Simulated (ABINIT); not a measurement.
Crystal: Ge.

```xyz
4
Lattice="3.9976 0.0000 0.0000 -1.9988 3.4620 0.0000 0.0000 0.0000 6.5994" Properties=species:S:1:pos:R:3 pbc="T T T"
Ge    0.0000    2.3080    6.1843
Ge    1.9988    1.1540    2.8846
Ge    0.0000    2.3080    3.7148
Ge    1.9988    1.1540    0.4151
```

This isn't the form of Ge at room conditions, which is diamond.

```yaml
Program: ABINIT 10.8.3 (patched build)
Task: relaxation of cell and atoms
Functional: LDA
Potentials_or_basis: JTH PAW LDA v2.0
Cutoff: 599 eV
k_mesh: 7 × 7 × 3
Occupations: fermi-dirac, width 0.05 eV
Spin: no spin polarisation
```

At the start: pressure -1.7 GPa; volume 22.83 Å³/atom.

Task: How do energy, volume and symmetry change on relaxing?

Result: Over 3 steps the energy falls by 3.1 meV/atom and the volume is 22.23 Å³/atom (-2.7 %); space group P6_3/mmc (No. 194, to 0.05 Å).

Step by step:
| step | energy change (eV) | largest force (eV/Å) | pressure (GPa) | volume (Å³) |
| --- | --- | --- | --- | --- |
| 1 | 0.0000 | 0.0132 | -1.68 | 91.33 |
| 2 | -0.0045 | 0.0102 | -1.36 | 90.86 |
| 3 | -0.0125 | 0.0176 | 0.07 | 88.91 |

Final structure:
```xyz
4
Lattice="3.9632 0.0000 0.0000 -1.9816 3.4322 0.0000 0.0000 0.0000 6.5361" Properties=species:S:1:pos:R:3 pbc="T T T"
Ge    0.0000    2.2881    6.1252
Ge    1.9816    1.1441    2.8571
Ge    0.0000    2.2881    3.6789
Ge    1.9816    1.1441    0.4109
```

Caveat: the atomic spheres overlap.
